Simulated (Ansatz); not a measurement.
## What a trial cell of Cr relaxes into

These are results of DFT r2SCAN, scalar-relativistic, plane waves, PAW in Ansatz, not measurements. Cutoff 500 eV, Γ-centred k mesh, Gaussian smearing, no spin polarisation in the final step.

Cr was placed on the simple cubic structure type (Pm-3m, No. 221), at a guessed volume.

```
Cr
1.0
     2.39282    0.00000    0.00000
     0.00000    2.39282    0.00000
     0.00000    0.00000    2.39282
Cr
1
Direct
  0.00000 0.00000 0.00000
```

Steps on the 8×8×8 mesh (1 atom). 4 of 5 steps are shown, and the free energy counts from the last. Trial steps that were taken back and renewals of the plane-wave basis can be among the rows.

| step | ΔF (meV/atom) | V (Å³/atom) | P (GPa) |
| --- | --- | --- | --- |
| 1 | 52.3 | 13.70 | -14.27 |
| 2 | 3.1 | 12.88 | -4.08 |
| 3 | -0.5 | 12.57 | 0.65 |
| 5 | 0.0 | 12.61 | -0.06 |

A final relaxation ran on a 24×24×24 mesh. The relaxed crystal, Pm-3m (No. 221):

Space group Pm-3m (No. 221). a = 2.319 Å, b = 2.319 Å, c = 2.319 Å, α = 90.00°, β = 90.00°, γ = 90.00°
| atom | site | symmetry | x | y | z |
| --- | --- | --- | --- | --- | --- |
| Cr | 1a | m-3m | 0.0000 | 0.0000 | 0.0000 |

```
Volume per atom                    : 12.47 Å³
Density                            : 6.92 g/cm³
Energy over the standard structure : 1.35 eV/atom
Gap on the 24×24×24 mesh           : 0 eV (a metal)
```

Energies count from the standard state of Cr at the same level.

The final run used a 24×24×24 mesh on its 1-atom cell and 0.10 eV smearing. For metals, differences of a few meV/atom aren't resolved.

Symmetry constrained the relaxation, so the result can be a saddle point.